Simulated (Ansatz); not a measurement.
# Te2Mo: biaxial strain in the a-b plane

The task here is to estimate one member of a computed series from the others.

Computed with Ansatz 0.2.0 (DFT r2SCAN, scalar-relativistic, plane waves, PAW, unless a step's input says otherwise).

2 further runs of the same task are left out: 2 set aside as unsound or not needed.

**Starting point**

Symmetry: P6_3/mmc, No. 194, hexagonal system. The conventional cell has a = 3.563 Å, b = 3.563 Å, c = 14.732 Å, α = 90.00°, β = 90.00°, γ = 120.00°. Around Te (site symmetry 3m) lie 3 Mo at 2.73 Å. Mo (site symmetry -6m2) is surrounded by 6 Te at 2.73 Å.

As a file:

```cif
data_structure
_symmetry_space_group_name_H-M 'P6_3/mmc'
_symmetry_Int_Tables_number 194
_cell_length_a 3.5633
_cell_length_b 3.5633
_cell_length_c 14.7319
_cell_angle_alpha 90.000
_cell_angle_beta 90.000
_cell_angle_gamma 120.000
_cell_volume 161.99
loop_
_atom_site_label
_atom_site_type_symbol
_atom_site_symmetry_multiplicity
_atom_site_Wyckoff_symbol
_atom_site_fract_x
_atom_site_fract_y
_atom_site_fract_z
_atom_site_occupancy
Te1 Te 4 f 0.33333 0.66667 0.62852 1
Mo1 Mo 2 c 0.33333 0.66667 0.25000 1
```

It goes back to an entry of the Materials Project.

This cell was relaxed beforehand with the same method: volume 27.00 Å³/atom, gap on the mesh 1.06 eV.

The unstrained cell was computed beforehand with the same settings: E(σ→0) = -37916.3052 eV for 6 atoms, gap 1.05 eV over the zone.

The first run:

Input file input.yaml:

```yaml
crystal:
  lattice:
    - [3.491988181, 0.0, 0.0]
    - [-1.7459940905, 3.0241504745, 0.0]
    - [0.0, 0.0, 14.9086684236]
  atoms:
    - { symbol: Te, position: [0.3333333333, 0.6666666667, 0.6285175435] }
    - { symbol: Te, position: [0.6666666667, 0.3333333333, 0.1285175435] }
    - { symbol: Te, position: [0.6666666667, 0.3333333333, 0.3714824565] }
    - { symbol: Te, position: [0.3333333333, 0.6666666667, 0.8714824565] }
    - { symbol: Mo, position: [0.3333333333, 0.6666666667, 0.25] }
    - { symbol: Mo, position: [0.6666666667, 0.3333333333, 0.75] }
basis:
  ecutwfc: 500
kpoints:
  mp_grid: { grid: [12, 12, 2] }
hamiltonian:
  xc: r2scan
scf:
  occupations: { method: gaussian, width: 0.02 }
output:
  forces: true
  stress: true
  eigenvalues: true
relax:
  adjacent_minimum: "off"
  f_tol: 0.008
  max_steps: 40
  cell: { stress_tol: 0.015, fix: [a, b, gamma] }
```

Run with:

```
ansatz run input.yaml --threads 1 --pin off --max-ram 2560MiB --backend cpu --events-out ev --progress --plain --runs-dir out
```

Among the steps run: At -2.0 %; Seeking the band edges at -2.0 %; At +2.0 %; Seeking the band edges at +2.0 %; Strain -4.0 %; Seeking the band edges at -4.0 %; The cell strained by +4.0 %; The gap over the whole zone at +4.0 %; Strain -6.0 %; The gap over the whole zone at -6.0 %.

One table of the session follows, with a row left open; its other results are not shown here.

Lengths are those of the vectors of the cell that was run; stresses in GPa:

```
strain (%)  ΔE (meV/atom)  a (Å)  b (Å)   c (Å)
      -6.0          100.0  3.349  3.349  15.232
      -4.0              ?      ?      ?       ?
      -2.0           10.3  3.492  3.492  14.901
      +0.0            0.0  3.563  3.563  14.732
      +2.0            9.4  3.635  3.635  14.570
      +4.0           36.5  3.706  3.706  14.422
```

**Question.** Estimate the row for strain (%) = -4.0.

Worked estimate for «ΔE (meV/atom)». A straight line through the neighbours (-6.0, 100.0) and (-2.0, 10.3) gives 100.0 + (10.3 − 100.0) × (-4.0 + 6.0) / (-2.0 + 6.0) = 55.1; a parabola fitted to 3 rows on both sides gives 43.6.

The run gave: ΔE (meV/atom): 42.6; a (Å): 3.421; b (Å): 3.421; c (Å): 15.065. In «ΔE (meV/atom)» the line misses by +12.5 and the parabola by +1.0.

ΔE is over the unstrained cell. Stress in GPa, positive in compression, on the Cartesian axes of the input.

Caveats from the session: Layers here are held mostly by dispersion, which this level lacks, so their spacing and the stiffness across them are unreliable there.
